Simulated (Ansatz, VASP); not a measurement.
**Two plane-wave programs on SiGe**

```xyz
4
Lattice="3.9006 0.0000 0.0000 -1.9503 3.3780 0.0000 0.0000 0.0000 6.4434" Properties=species:S:1:pos:R:3 pbc="T T T"
Si    1.9503    1.1260    5.6350
Si    0.0000    2.2520    2.4133
Ge    1.9503    1.1260    2.9246
Ge    0.0000    2.2520   -0.2971
```

Change from the starting cell: all Ge atoms moved -0.300 Å, as atom 3 along Cartesian [0 0 1].

Alike in both runs: task single point; functional PBEsol; k mesh 12 × 12 × 6; occupations gaussian, width 0.03 eV; no spin polarisation.

|  | VASP | Ansatz |
| --- | --- | --- |
| version | VASP 6.6.1 | Ansatz 0.2.0 |
| potentials or method | VASP PAW PBE potentials, release 64 (Si, Ge_d) | scalar-relativistic, plane waves, PAW |
| plane-wave cutoff (eV) | 520 | 420 |
| valence electrons in the cell | 36 | 36 |

|  | VASP | Ansatz | Ansatz less VASP |
| --- | --- | --- | --- |
| gap on the k mesh at the Fermi level (eV) | none | none | - |
| pressure (GPa) | 2.0 | 2.0 | +0.05 |
| largest component of the traceless stress (GPa) | 7.90 | 7.94 | +0.038 |
| rms of the force components (eV/Å) | 1.163 | 1.165 | +0.0024 |

Atom by atom the forces differ by 0.002 eV/Å (rms over components). A gap of «none» marks a metal or a gap that the smearing closes.

Caveats: the PAW data sets were made with another functional, which shifts forces and pressure a little (VASP).
